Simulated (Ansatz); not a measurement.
The system is MoS2.

```xyz
3
Lattice="1.5800 0.9122 6.1500 -1.5800 0.9122 6.1500 0.0000 -1.8244 6.1500" Properties=species:S:1:pos:R:3 pbc="T T T"
Mo    0.0000    0.0000    0.0000
S     0.0000    0.0000    7.6936
S     0.0000    0.0000    4.6125
```

Measurements of this composition are mostly on another form, of space group No. 194.

Base run:

| Property | Result |
| --- | --- |
| Program | Ansatz 0.2.0 |
| Functional | PBE0 |
| Potentials or basis | Ansatz PAW |
| Cutoff | 420 eV (not typed: the program's choice for these potentials) |
| k mesh | 6 × 6 × 6 |
| Occupations | fermi-dirac, width 0.05 eV |
| Spin | no spin polarisation |

Its results: band gap on the k mesh 2.03 eV, indirect (least direct gap 2.84 eV); pressure 0.5 GPa; largest force 0.095 eV/Å.

Q: After a change of settings the same cell gave: band gap on the k mesh 0.99 eV, indirect (least direct gap 1.82 eV); pressure 4.2 GPa; largest force 0.369 eV/Å. Which change was it?
A. functional from PBE0 to HSE06
B. functional from PBE0 to PBE
C. functional from PBE0 to LDA
D. functional from PBE0 to r2SCAN; cutoff from 420 eV (not typed: the program's choice for these potentials) to 500 eV (not typed: the program's choice for these potentials)

A: D.

PBE0 gives the wider gap, since exact exchange removes part of the self-interaction.

Caveats: the PAW data sets come from PBE, with cores solved anew for the run's functional, which leaves a small shift of forces and pressure; the thresholds are loose for stress (some runs).
